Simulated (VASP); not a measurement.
A run of VASP 6.6.1 is set up as follows.

Contents of INCAR:

```
SYSTEM = TiN
  ALGO = Normal
  EDIFF = 1E-7
  EDIFFG = -0.005
  ENCUT = 600
  GGA = PS
  IBRION = 2
  ISIF = 3
  ISMEAR = 1
  KPAR = 4
  LASPH = .True.
  LCHARG = .False.
  LREAL = .False.
  LWAVE = .False.
  NELM = 80
  NSW = 90
  PREC = Accurate
  SIGMA = 0.1
```

File KPOINTS:

```
k-points
0
Gamma
  16 16 16
  0 0 0
```

The input POSCAR:

```
TiN                                     
1.0
   -0.0000000000      2.1029354746      2.1029354746
    2.1029354746      0.0000000000      2.1029354746
    2.1029354746      2.1029354746     -0.0000000000
  Ti              N             
     1     1
Direct
     0.0000000000000000    0.0000000000000000    0.0000000000000000
     0.5000000000000000    0.5000000000000000    0.5000000000000000
```

Potentials or basis: VASP PAW PBE potentials, release 64 (Ti_sv, N).

Launch:

```console
$ cat potpaw_PBE.64/Ti_sv/POTCAR potpaw_PBE.64/N/POTCAR > POTCAR
$ mpirun -np 4 vasp_std > vasp.out
```

Problem. What does it give for the band gap on the k mesh?

Solution. None (metal or under the smearing width).

Final structure:
```
CELL_PARAMETERS angstrom
0.00000 2.10294 2.10294
2.10294 0.00000 2.10294
2.10294 2.10294 0.00000
ATOMIC_POSITIONS crystal
Ti 0.00000 0.00000 0.00000
N 0.50000 0.50000 0.50000
```

Caveat: the relaxation stopped at its first step, so nothing moved.
